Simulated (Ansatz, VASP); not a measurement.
## MgB2: VASP beside Ansatz

```
CELL_PARAMETERS angstrom
3.14211 0.00000 0.00000
-1.57105 2.72115 0.00000
0.00000 0.00000 3.65752
ATOMIC_POSITIONS crystal
Mg 0.00000 0.00000 0.00000
B 0.33333 0.66667 0.50000
B 0.66667 0.33333 0.50000
```

Alike in both runs: functional PBEsol; k mesh 18 × 18 × 12; occupations gaussian, width 0.1 eV; no spin polarisation.

Ansatz relaxed the structure, and its values are those at the end. VASP's run is a single point on that final structure, the one shown.

|  | VASP | Ansatz |
| --- | --- | --- |
| version | VASP 6.6.1 | Ansatz 0.2.0 |
| potentials or method | VASP PAW PBE potentials, release 64 (Mg, B) | scalar-relativistic, plane waves, PAW |
| plane-wave cutoff (eV) | 520 | 420 |
| valence electrons in the cell | 8 | 16 |

```csv
,VASP,Ansatz,Ansatz less VASP
gap on the k mesh at the Fermi level (eV),none,none,-
pressure (GPa),-11.9,-11.8,+0.08
```

A gap of «none» marks a metal or a gap that the smearing closes. The two sets of potentials don't hold the same shells in valence.

Caveats: the PAW data sets were made with another functional, which shifts forces and pressure a little (VASP).
